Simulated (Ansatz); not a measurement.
Starting cell, NaBr (rock salt):

```yaml
crystal:
  lattice:
    - [0.00000, 6.03598, 6.03598]
    - [3.01799, 3.01799, 6.03598]
    - [3.01799, 3.01799, 0.00000]
  atoms:
    - { symbol: Br, position: [0.00000, 0.00000, 0.00000] }
    - { symbol: Br, position: [0.50000, 0.00000, 0.00000] }
    - { symbol: Na, position: [0.00000, 0.50000, 0.50000] }
    - { symbol: Na, position: [0.50000, 0.50000, 0.50000] }
```

The atoms are displaced by Q × the pattern below (from a DFPT mode at X = (0.5, 0.5, 0.0), largest move 1; Q in Å), at fixed cell. It is one choice among 2 degenerate patterns. (q is in reciprocal vectors of the primitive cell; the cell shown is doubled to hold the pattern.)

```tsv
atom	x	y	z
Br1	0.000	1.000	0.000
Br2	0.000	-1.000	0.000
Na3	0.000	-0.980	0.000
Na4	0.000	0.980	0.000
```

All values below come from PBE (plane waves to 420 eV, PAW, scalar-relativistic; Ansatz, a program for electronic structure). k mesh 10×10×10 (Γ-centred), Fermi-Dirac smearing 0.05 eV. The energy includes the smearing's −TS. Stress and pressure are positive under compression. NaBr was relaxed with its symmetry unable to fall. ΔE is measured from the undisplaced structure.

```tsv
Q (Å)	P (GPa)	−dE/dQ from forces (eV/Å)	ΔE (meV/cell)
-0.180	-0.04	0.436	___
-0.150	-0.03	0.358	26.4
-0.120	-0.02	0.283	___
-0.090	-0.01	0.210	___
-0.060	-0.01	0.139	4.2
-0.030	0.00	0.069	1.0
0.000	0.00	0.000	0.0
0.030	0.00	-0.069	1.0
0.060	-0.01	-0.139	4.2
0.090	-0.01	-0.210	___
0.120	-0.02	-0.283	___
0.150	-0.03	-0.358	26.4
0.180	-0.04	-0.436	___
```

Q: Complete the blanks.

A: 
- -0.180, ΔE (meV/cell): 38.3
- -0.120, ΔE (meV/cell): 16.8
- -0.090, ΔE (meV/cell): 9.4
- 0.090, ΔE (meV/cell): 9.4
- 0.120, ΔE (meV/cell): 16.8
- 0.180, ΔE (meV/cell): 38.3

(For displaced atoms, the force is minus the slope of the energy, and its curvature is a force constant, which sets phonon frequencies.)
